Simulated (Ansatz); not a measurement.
# C (P6_3/mmc) in Ansatz: a series of runs

The runs below take C through band structure, single point, equation of state, with BPBE, PBE.

The COD entry that gives the cell may itself be a prediction, so a difference from it is no test against experiment.

Program: Ansatz 0.2.0. These are calculated values, not measurements. Logs are shortened: lines on timing, memory, paths and dates and some standing lists are left out, and cuts for length are marked.

### 1 The structure

The structure is hexagonal, space group P6_3/mmc (No. 194). Conventional cell: a = 2.522 Å, b = 2.522 Å, c = 8.237 Å, α = 90.00°, β = 90.00°, γ = 120.00°. C (site symmetry 3m) has 4 C at 1.54 Å as nearest neighbours. C (site symmetry 3m) has 4 C at 1.54 Å as nearest neighbours.

This is a hexagonal form of diamond, not graphite.

### 2 Band structure, BPBE

input.yaml reads:

```yaml
crystal:
  lattice:
    - [2.5221, 0.0, 0.0]
    - [-1.26105, 2.1842026709, 0.0]
    - [0.0, 0.0, 8.2371]
  atoms:
    - { symbol: C, position: [0.6666666667, 0.3333333333, 0.84375] }
    - { symbol: C, position: [0.3333333333, 0.6666666667, 0.34375] }
    - { symbol: C, position: [0.6666666667, 0.3333333333, 0.65625] }
    - { symbol: C, position: [0.3333333333, 0.6666666667, 0.15625] }
    - { symbol: C, position: [0.0, 0.0, 0.90625] }
    - { symbol: C, position: [0.0, 0.0, 0.40625] }
    - { symbol: C, position: [0.0, 0.0, 0.59375] }
    - { symbol: C, position: [0.0, 0.0, 0.09375] }
hamiltonian:
  xc: { exchange: b88, correlation: pbe }
  pseudopotentials: { kind: paw }
kpoints:
  mp_grid: { grid: [12, 12, 4] }
  band_path:
    path:
      - [[0.0, 0.0, 0.0], [0.5, 0.0, 0.0], [0.3333333333, 0.3333333333, 0.0], [0.0, 0.0, 0.0], [0.0, 0.0, 0.5], [0.5, 0.0, 0.5], [0.3333333333, 0.3333333333, 0.5], [0.0, 0.0, 0.5]]
      - [[0.5, 0.0, 0.5], [0.5, 0.0, 0.0]]
      - [[0.3333333333, 0.3333333333, 0.0], [0.3333333333, 0.3333333333, 0.5]]
    npoints: 10
scf:
  occupations: { method: fermi_dirac, width: 0.05 }
  n_extra_bands: 20
output:
  forces: true
  stress: true
  eigenvalues: true
  fatbands: false
  write_density: true
  write_potential: true
  elf: true
  volumetric_format: npy
```

Potentials or basis: Ansatz PAW.

Run with:

```console
$ ansatz run input.yaml --threads 2 --pin off --max-ram 5120MiB --backend cpu --events-out ev --progress --plain --runs-dir out
```

Log:

```text
Warning: RAYON_NUM_THREADS=2 ignored (pool sized by the plan → 2); use --threads N
scf.n_extra_bands = 20 over 16 filled bands (N_el = 32.0): the run solves 36 bands
Engine: ansatz 0.2.0, x86_64-unknown-linux-gnu
Pseudopotentials: kind: paw
Pseudopotential: C, paw, valence charge 4, recommended cutoff 420 eV (normal), C.paw.azcp
Functional definition: unnamed
  exchange = b88_x
  correlation = pbe_c
Crystal: 8 atoms, lattice volume = 45.376 Å³
Basis set: ecut = 420 eV, 909 PW (Γ), exchange–correlation on 36×36×120 points (8 copies of the dense FFT grid, shifted against one another)
Bands: 36, of which v1, the nominal top of the filled ones, is band 16 counted from 1 (15 counted from 0)
Symmetry: 24 space group operations
Space group: P63/mmc (ITA 194), of the structure as read, at distance tolerance 3.6e-5 Å
k-points: 57 of 576
Non-local potential: C, projectors of the file, l = 0: 2, l = 1: 2, l = 2: 1
PAW form: soft (Blöchl's): semilocal exchange-correlation on the pseudo side does not see the compensation charge
PAW frozen core: C, regenerated for the run's functional, and the local potential with it (the file was generated under x = pbe(κ = 0.804, μ = 0.2195149727645171), c = pbe(β = 0.06672455060314922))
PAW one-centre angular grid: C, 110 points (default); XC on 64 Gauss nodes
Initial density: superposition of atomic densities (neutral atoms: chi_scale 0, normalization atom), corrected by the library's trained network
Initial wavefunctions: pseudopotential atomic-orbital guess
Functional: x = b88, c = pbe(β = 0.06672455060314922)
SCF iter   1: F=—  HF=-2012.140896 eV  |F-HF|=—  |Δ(HF+E_count)|=         —  Δρ=3.23e-3  dr2=2.96e-3  ethr=1.77e-3  ⟨swp⟩=5.8  Hψ=9165  notcnv=0  defer=103
preconditioner: auto → none  [insulator: Δε(μ)=4.436 eV  Ē_g=21.498 eV  σ=0.050 eV  W_gap=1.00  n_scr=6 (ndim 8)  ℏωp=31.2 eV  f_vac=0.000  D(μ)=0.00/eV (n_scr^D=0)  ε∞_Penn≈3.1]
SCF iter   2: F=—  HF=-2012.139915 eV  |F-HF|=—  |Δ(HF+E_count)|=   9.82e-4  Δρ=1.36e-3  dr2=2.95e-4  ethr=9.26e-6  ⟨swp⟩=2.2  Hψ=3253  notcnv=0  defer=401
SCF iter   3: F=—  HF=-2012.140021 eV  |F-HF|=—  |Δ(HF+E_count)|=   1.07e-4  Δρ=4.68e-4  dr2=2.81e-5  ethr=9.22e-7  ⟨swp⟩=2.4  Hψ=2228  notcnv=0  defer=401
SCF iter   4: F=—  HF=-2012.140093 eV  |F-HF|=—  |Δ(HF+E_count)|=   7.23e-5  Δρ=6.86e-5  dr2=5.66e-7  ethr=8.77e-8  ⟨swp⟩=2.5  Hψ=2275  notcnv=0  defer=401
iter 5 did not close the SCF: its close was put off for the readings that it lacked (scf_convergence_deferred on its scf_iter line)
SCF iter   5: F=-2012.140094 eV  HF=-2012.140094 eV  |F-HF|=2.56e-9  |Δ(HF+E_count)|=   7.13e-7  Δρ=3.51e-6  dr2=2.29e-9  ethr=1.77e-9  ⟨swp⟩=2.5  Hψ=2226  notcnv=0  defer=401
SCF iter   6: F=-2012.140094 eV  HF=-2012.140094 eV  |F-HF|=1.33e-10  |Δ(HF+E_count)|=   2.85e-9  Δρ=6.11e-7  dr2=6.04e-11  ethr=7.15e-12  ⟨swp⟩=9.8  Hψ=11707  notcnv=0
SCF 1 converged in 6 iterations: F = -2012.140094 eV  dr2 = 6.04e-11
NSCF: frozen V_eff on 93 k-points
SCF converged after 6 iterations
Free energy (F): -2012.140094 eV
Harris-Foulkes:  -2012.140094 eV  (|F-HF|=1.33e-10)
Internal energy: -2012.140094 eV  (E = F + TS)
E sigma→0 (E₀):  -2012.140094 eV
Fermi energy:    15.589894 eV
--- Per-component energies (eV) ---
  E_band       = 137.868930
  E_kinetic    = 738.375983
  E_local      = -491.964980  (includes V_loc(G=0)·N_el)
  E_nonlocal   = 213.530879
  E_hartree    = 108.189387
  E_xc         = -391.029100
  E_vxc        = -485.000088  (∫ρ·V_xc dr)
  E_paw        = -798.392053  (= ΣΔE_a)
  E_vpaw       = -53.451691  (= ΣTr[D̂ρ^β])
  E_aug_tail   = 0.000069  (compensation charges beyond the density's cutoff)
  E_ewald      = -1390.810376
  E_core_change = -0.039902  (= ΣΔE_core)
  E_smearing   = -0.000000  (= −TS)
  E_closure    = 0.000000  (closes the sum)
  Σ components = -2012.140094   (vs F -2012.140094, Δ=0.00e0)
--- Forces (eV/Å), atoms counted from 1 ---
  atom   1  C     -0.00000000    -0.00000000     0.31840374
  atom   2  C     -0.00000000     0.00000000     0.31840374
  atom   3  C      0.00000000    -0.00000000    -0.31840374
  atom   4  C      0.00000000     0.00000000    -0.31840374
  atom   5  C     -0.00000000     0.00000000     0.33146095
  atom   6  C     -0.00000000    -0.00000000     0.33146095
  atom   7  C     -0.00000000     0.00000000    -0.33146095
  atom   8  C     -0.00000000    -0.00000000    -0.33146095
  max |Σ_I F_I| component: 1.48e-16 eV/Å
--- Stress (GPa, compression-positive) ---
       -1.437254       0.000000       0.000000
        0.000000      -1.437254       0.000000
        0.000000       0.000000      10.901378
  P = ⅓ Tr σ = 2.6756 GPa (26.756 kbar)
--- Band table (eV; the first three rows and the last of 57) ---
  k-point 0: bands = ["-8.2069", "-6.5132", "-6.4633", "-2.3972", "-0.1086", "6.6842", "6.7602", "10.3838", "10.3838", "11.4563", "11.4563", "11.6799", "11.6799", "13.1961", "13.4186", "13.4186", "18.6242", "18.6242", "19.1494", "20.4390", "20.4390", "20.7838", "21.3803", "21.3803", "21.6162", "21.6411", "22.4294", "22.4294", "26.8336", "27.8366", "29.0789", "30.5107", "31.7801", "31.7948", "34.2895", "34.3284"]
  k-point 1: bands = ["-8.0986", "-7.2362", "-5.5401", "-3.1885", "0.8624", "4.6130", "8.8582", "10.4620", "10.4620", "11.0617", "11.0617", "12.1574", "12.1574", "12.5081", "13.2235", "13.2235", "18.8531", "18.8531", "19.4997", "20.0628", "20.0628", "20.6199", "21.6186", "21.6350", "21.6536", "21.6536", "22.3267", "22.3267", "26.9252", "27.5841", "29.3849", "30.3431", "31.8427", "31.8475", "34.1847", "34.1963"]
  k-point 2: bands = ["-7.7742", "-7.7742", "-4.4142", "-4.4142", "2.6208", "2.6208", "10.6927", "10.6927", "10.6927", "10.6927", "10.8788", "10.8788", "12.7433", "12.7433", "12.7433", "12.7433", "19.4138", "19.4138", "19.4138", "19.4138", "20.1439", "20.1439", "21.6248", "21.6248", "22.0450", "22.0450", "22.0450", "22.0450", "27.1935", "27.1935", "29.9133", "29.9133", "31.9075", "31.9075", "34.0713", "34.0713"]
  k-point 56: bands = ["-0.8291", "-0.8291", "-0.7145", "-0.7145", "1.7226", "1.7226", "2.4152", "2.4152", "4.0385", "4.0385", "4.8948", "4.8948", "8.0616", "8.0616", "8.3215", "8.3215", "18.6613", "18.6613", "23.1919", "23.1919", "24.4694", "24.4694", "25.2568", "25.2568", "25.7276", "25.7276", "27.1295", "27.1295", "27.3548", "27.3548", "28.7817", "28.7817", "29.8255", "29.8255", "32.7476", "32.7476"]
```

It took 2 s on 2 threads of Intel Xeon 6975P-C (Granite Rapids), shared host; peak memory 0.39 GiB.

Results:

- Free energy: -2012.1401 eV
- Pressure: 2.7 GPa
- Largest force: 0.331 eV/Å
- Band gap on the k mesh: 4.42 eV, indirect (least direct gap 5.21 eV)
- Band gap along the path: 4.43 eV, indirect (least direct gap 5.21 eV)

Forces in eV/Å, atoms in the order of the input:
```
C    0.000  0.000  0.318
C    0.000  0.000  0.318
C    0.000  0.000 -0.318
C    0.000  0.000 -0.318
C    0.000  0.000  0.331
C    0.000  0.000  0.331
C    0.000  0.000 -0.331
C    0.000  0.000 -0.331
```

Levels at the corners of the path, in eV from the valence-band top:
| point | band 12 | band 13 | band 14 | band 15 | band 16 | band 17 | band 18 | band 19 | band 20 | band 21 |
| --- | --- | --- | --- | --- | --- | --- | --- | --- | --- | --- |
| Γ | -1.74 | -1.74 | -0.22 | 0.00 | 0.00 | 5.21 | 5.21 | 5.73 | 7.02 | 7.02 |
| M | -5.02 | -5.00 | -4.54 | -3.70 | -2.93 | 4.47 | 5.60 | 5.88 | 6.02 | 6.97 |
| K | -7.46 | -7.13 | -5.66 | -5.66 | -4.03 | 6.29 | 6.29 | 7.91 | 8.46 | 8.46 |
| Γ | -1.74 | -1.74 | -0.22 | 0.00 | 0.00 | 5.21 | 5.21 | 5.73 | 7.02 | 7.02 |
| A | -2.54 | -0.68 | -0.68 | -0.68 | -0.68 | 6.00 | 6.00 | 6.00 | 6.00 | 6.73 |
| L | -6.06 | -4.72 | -4.72 | -3.66 | -3.66 | 4.83 | 4.83 | 7.11 | 7.11 | 7.58 |
| H | -8.52 | -5.36 | -5.36 | -5.10 | -5.10 | 5.24 | 5.24 | 9.77 | 9.77 | 11.05 |
| A | -2.54 | -0.68 | -0.68 | -0.68 | -0.68 | 6.00 | 6.00 | 6.00 | 6.00 | 6.73 |
| L | -6.06 | -4.72 | -4.72 | -3.66 | -3.66 | 4.83 | 4.83 | 7.11 | 7.11 | 7.58 |
| M | -5.02 | -5.00 | -4.54 | -3.70 | -2.93 | 4.47 | 5.60 | 5.88 | 6.02 | 6.97 |
| K | -7.46 | -7.13 | -5.66 | -5.66 | -4.03 | 6.29 | 6.29 | 7.91 | 8.46 | 8.46 |
| H | -8.52 | -5.36 | -5.36 | -5.10 | -5.10 | 5.24 | 5.24 | 9.77 | 9.77 | 11.05 |

Caveat: the pressure holds a Pulay correction of +1.0 GPa for the finite cutoff; the PAW data sets come from PBE, with cores solved anew for the run's functional, which leaves a small shift of forces and pressure.

### 3 Single point, PBE, 5.33 Å³/atom (volume scaled by 0.94)

input.yaml reads:

```yaml
crystal:
  lattice:
    - [2.4706141248, 0.0, 0.0]
    - [-1.2353070624, 2.139614595, 0.0]
    - [0.0, 0.0, 8.0689487361]
  atoms:
    - { symbol: C, position: [0.6666666667, 0.3333333333, 0.84375] }
    - { symbol: C, position: [0.3333333333, 0.6666666667, 0.34375] }
    - { symbol: C, position: [0.6666666667, 0.3333333333, 0.65625] }
    - { symbol: C, position: [0.3333333333, 0.6666666667, 0.15625] }
    - { symbol: C, position: [0.0, 0.0, 0.90625] }
    - { symbol: C, position: [0.0, 0.0, 0.40625] }
    - { symbol: C, position: [0.0, 0.0, 0.59375] }
    - { symbol: C, position: [0.0, 0.0, 0.09375] }
hamiltonian:
  xc: pbe
  pseudopotentials: { kind: paw, accuracy: standard }
kpoints:
  mp_grid: { grid: [12, 12, 4] }
scf:
  occupations: { method: fermi_dirac, width: 0.05 }
output:
  forces: true
  stress: true
  eigenvalues: true
```

Potentials or basis: SSSP efficiency PAW.

Run with:

```console
$ ansatz run input.yaml --threads 2 --pin off --max-ram 5120MiB --backend cpu --events-out ev --progress --plain --runs-dir out
```

Log:

```text
Warning: RAYON_NUM_THREADS=2 ignored (pool sized by the plan → 2); use --threads N
[... 2 set-up lines as earlier in the session ...]
Pseudopotential: C, paw, valence charge 4, recommended cutoff 612.256191 eV (normal), C.paw.azcp
Functional definition: PBE
  parameter kappa = 0.804
  parameter beta = 0.06672455060314922
  exchange = pbe_x(kappa = kappa, mu = beta*pi^2/3)
  correlation = pbe_c(beta = beta)
Crystal: 8 atoms, lattice volume = 42.654 Å³
Basis set: ecut = 612.256191 eV, 1401 PW (Γ), exchange–correlation on 64×64×216 points (8 copies of the dense FFT grid, shifted against one another)
[... 42 lines left out ...]
--- Forces (eV/Å), atoms counted from 1 ---
  atom   1  C     -0.00000000    -0.00000000     0.35404700
  atom   2  C      0.00000000     0.00000000     0.35404700
  atom   3  C     -0.00000000    -0.00000000    -0.35404700
  atom   4  C      0.00000000     0.00000000    -0.35404700
  atom   5  C     -0.00000000     0.00000000     0.37045260
  atom   6  C      0.00000000    -0.00000000     0.37045260
  atom   7  C     -0.00000000     0.00000000    -0.37045260
  atom   8  C      0.00000000    -0.00000000    -0.37045260
  max |Σ_I F_I| component: 7.40e-17 eV/Å
--- Stress (GPa, compression-positive) ---
       28.744823      -0.000000       0.000000
        0.000000      28.744823       0.000000
        0.000000       0.000000      43.216443
  P = ⅓ Tr σ = 33.5687 GPa (335.687 kbar)
--- Band table (eV; the first three rows and the last of 57) ---
  k-point 0: bands = ["-7.8446", "-6.0772", "-6.0242", "-1.6680", "0.3931", "7.5931", "7.6765", "11.4263", "11.4263", "12.5552", "12.5552", "12.7999", "12.7999", "14.4084", "14.6497", "14.6497", "19.9796", "19.9796", "20.5473", "21.8725", "21.8725", "22.5446", "22.9193"]
  k-point 1: bands = ["-7.7316", "-6.8319", "-5.0587", "-2.5637", "1.4760", "5.4301", "9.8643", "11.5087", "11.5087", "12.1411", "12.1411", "13.3024", "13.3024", "13.6836", "14.4397", "14.4397", "20.2229", "20.2229", "20.9392", "21.4933", "21.4933", "22.2981", "23.1850"]
  k-point 2: bands = ["-7.3934", "-7.3934", "-3.8741", "-3.8741", "3.3419", "3.3419", "11.7519", "11.7519", "11.7519", "11.7519", "11.9757", "11.9757", "13.9252", "13.9252", "13.9252", "13.9252", "20.8164", "20.8164", "20.8164", "20.8164", "21.6860", "21.6860", "23.5794"]
  k-point 56: bands = ["-0.0733", "-0.0733", "0.0627", "0.0627", "2.3827", "2.3827", "3.2555", "3.2555", "4.7764", "4.7764", "5.5664", "5.5664", "8.9941", "8.9941", "9.2206", "9.2206", "19.9135", "19.9135", "24.9930", "24.9930", "26.2143", "26.2143", "26.9374"]
```

It took 1.3 s on 2 threads of Intel Xeon 6975P-C (Granite Rapids), shared host; peak memory 0.47 GiB.

What came out:

```
Free energy            : -2005.9798 eV
Pressure               : 33.6 GPa
Largest force          : 0.370 eV/Å
Band gap on the k mesh : 4.58 eV, indirect (least direct gap 5.33 eV)
```

### 4 Single point, PBE, 5.45 Å³/atom (volume scaled by 0.96)

input.yaml, as its differences from that of step 3:

```diff
@@ -2,5 +2,5 @@
   lattice:
-    - [2.4706141248, 0.0, 0.0]
-    - [-1.2353070624, 2.139614595, 0.0]
-    - [0.0, 0.0, 8.0689487361]
+    - [2.4880133891, 0.0, 0.0]
+    - [-1.2440066945, 2.1546827999, 0.0]
+    - [0.0, 0.0, 8.125774191]
   atoms:
```

Run with:

```console
$ ansatz run input.yaml --threads 2 --pin off --max-ram 5120MiB --backend cpu --events-out ev --progress --plain --runs-dir out
```

Wall time 1.4 s (2 threads of Intel Xeon 6975P-C (Granite Rapids), shared host); peak memory 0.47 GiB.

The run converged. Its results:

* Free energy: -2006.1375 eV
* Pressure: 22.3 GPa
* Largest force: 0.356 eV/Å
* Band gap on the k mesh: 4.53 eV, indirect (least direct gap 5.28 eV)

### 5 Single point, PBE, 5.56 Å³/atom (volume scaled by 0.98)

input.yaml, as its differences from that of step 4:

```diff
@@ -2,5 +2,5 @@
   lattice:
-    - [2.4880133891, 0.0, 0.0]
-    - [-1.2440066945, 2.1546827999, 0.0]
-    - [0.0, 0.0, 8.125774191]
+    - [2.5051726443, 0.0, 0.0]
+    - [-1.2525863222, 2.1695431509, 0.0]
+    - [0.0, 0.0, 8.1818157839]
   atoms:
@@ -25 +25,5 @@
   eigenvalues: true
+  write_density: true
+  write_potential: true
+  elf: true
+  volumetric_format: npy
```

Run with:

```console
$ ansatz run input.yaml --threads 2 --pin off --max-ram 5120MiB --backend cpu --events-out ev --progress --plain --runs-dir out
```

Run time: 1.9 s. Hardware: 2 threads of Intel Xeon 6975P-C (Granite Rapids), shared host; peak memory 0.48 GiB.

The run converged. Its results:

```yaml
Free_energy: -2006.2345 eV
Pressure: 12.1 GPa
Largest_force: 0.342 eV/Å
Band_gap_on_the_k_mesh: 4.48 eV, indirect (least direct gap 5.24 eV)
```

### 6 Single point, PBE, 5.67 Å³/atom

input.yaml, as its differences from that of step 5:

```diff
@@ -2,5 +2,5 @@
   lattice:
-    - [2.5051726443, 0.0, 0.0]
-    - [-1.2525863222, 2.1695431509, 0.0]
-    - [0.0, 0.0, 8.1818157839]
+    - [2.5221, 0.0, 0.0]
+    - [-1.26105, 2.1842026709, 0.0]
+    - [0.0, 0.0, 8.2371]
   atoms:
```

Potentials or basis: SSSP efficiency PAW.

Run with:

```console
$ ansatz run input.yaml --threads 2 --pin off --max-ram 5120MiB --backend cpu --events-out ev --progress --plain --runs-dir out
```

Run time: 1.9 s. Hardware: 2 threads of Intel Xeon 6975P-C (Granite Rapids), shared host; peak memory 0.5 GiB.

It converged, with:

| Property | Result |
| --- | --- |
| Free energy | -2006.2759 eV |
| Pressure | 2.7 GPa |
| Largest force | 0.329 eV/Å |
| Band gap on the k mesh | 4.43 eV, indirect (least direct gap 5.20 eV) |

### 7 Single point, PBE, 5.79 Å³/atom (volume scaled by 1.02)

input.yaml, as its differences from that of step 6:

```diff
@@ -2,5 +2,5 @@
   lattice:
-    - [2.5221, 0.0, 0.0]
-    - [-1.26105, 2.1842026709, 0.0]
-    - [0.0, 0.0, 8.2371]
+    - [2.5388031358, 0.0, 0.0]
+    - [-1.2694015679, 2.1986680108, 0.0]
+    - [0.0, 0.0, 8.2916519209]
   atoms:
@@ -25,5 +25 @@
   eigenvalues: true
-  write_density: true
-  write_potential: true
-  elf: true
-  volumetric_format: npy
```

Run with:

```console
$ ansatz run input.yaml --threads 2 --pin off --max-ram 5120MiB --backend cpu --events-out ev --progress --plain --runs-dir out
```

Run time: 1.5 s. Hardware: 2 threads of Intel Xeon 6975P-C (Granite Rapids), shared host; peak memory 0.5 GiB.

Results (log left out):

| Item | Value |
| --- | --- |
| Free energy | -2006.2671 eV |
| Pressure | -5.7 GPa |
| Largest force | 0.317 eV/Å |
| Band gap on the k mesh | 4.38 eV, indirect (least direct gap 5.15 eV) |

### 8 Single point, PBE, 5.90 Å³/atom (volume scaled by 1.04)

input.yaml, as its differences from that of step 7:

```diff
@@ -2,5 +2,5 @@
   lattice:
-    - [2.5388031358, 0.0, 0.0]
-    - [-1.2694015679, 2.1986680108, 0.0]
-    - [0.0, 0.0, 8.2916519209]
+    - [2.5552893324, 0.0, 0.0]
+    - [-1.2776446662, 2.2129454759, 0.0]
+    - [0.0, 0.0, 8.3454953252]
   atoms:
@@ -25 +25,5 @@
   eigenvalues: true
+  write_density: true
+  write_potential: true
+  elf: true
+  volumetric_format: npy
```

Run with:

```console
$ ansatz run input.yaml --threads 2 --pin off --max-ram 5120MiB --backend cpu --events-out ev --progress --plain --runs-dir out
```

Wall time 2.2 s (2 threads of Intel Xeon 6975P-C (Granite Rapids), shared host); peak memory 0.5 GiB.

It converged, with:

- Free energy: -2006.2123 eV
- Pressure: -13.5 GPa
- Largest force: 0.305 eV/Å
- Band gap on the k mesh: 4.33 eV, indirect (least direct gap 5.11 eV)

### 9 Single point, PBE, 6.01 Å³/atom (volume scaled by 1.06)

input.yaml, as its differences from that of step 8:

```diff
@@ -2,5 +2,5 @@
   lattice:
-    - [2.5552893324, 0.0, 0.0]
-    - [-1.2776446662, 2.2129454759, 0.0]
-    - [0.0, 0.0, 8.3454953252]
+    - [2.5715654994, 0.0, 0.0]
+    - [-1.2857827497, 2.22704105, 0.0]
+    - [0.0, 0.0, 8.3986527796]
   atoms:
@@ -25,5 +25 @@
   eigenvalues: true
-  write_density: true
-  write_potential: true
-  elf: true
-  volumetric_format: npy
```

Potentials or basis: SSSP efficiency PAW.

Run with:

```console
$ ansatz run input.yaml --threads 2 --pin off --max-ram 5120MiB --backend cpu --events-out ev --progress --plain --runs-dir out
```

Wall time 1.7 s (2 threads of Intel Xeon 6975P-C (Granite Rapids), shared host); peak memory 0.5 GiB.

Results (log left out):

```
Free energy            : -2006.1157 eV
Pressure               : -20.5 GPa
Largest force          : 0.294 eV/Å
Band gap on the k mesh : 4.29 eV, indirect (least direct gap 5.07 eV)
```

### 10 Equation of state, PBE

No new run: the results of the series are fitted here.

Results:

- Equilibrium volume: 5.71 Å³/atom
- Bulk modulus at fixed shape and positions: 434 GPa
- Pressure derivative of the bulk modulus: 3.7

Energy against volume, from the lowest point:
| volume (Å³/atom) | energy (meV/atom) |
| --- | --- |
| 5.332 | 37.02 |
| 5.445 | 17.30 |
| 5.559 | 5.19 |
| 5.672 | 0.00 |
| 5.785 | 1.11 |
| 5.899 | 7.96 |
| 6.012 | 20.03 |

Caveat: the cell was scaled at fixed shape and fractional positions, which overstates the stiffness of a crystal with free parameters, most of all of layers and chains.
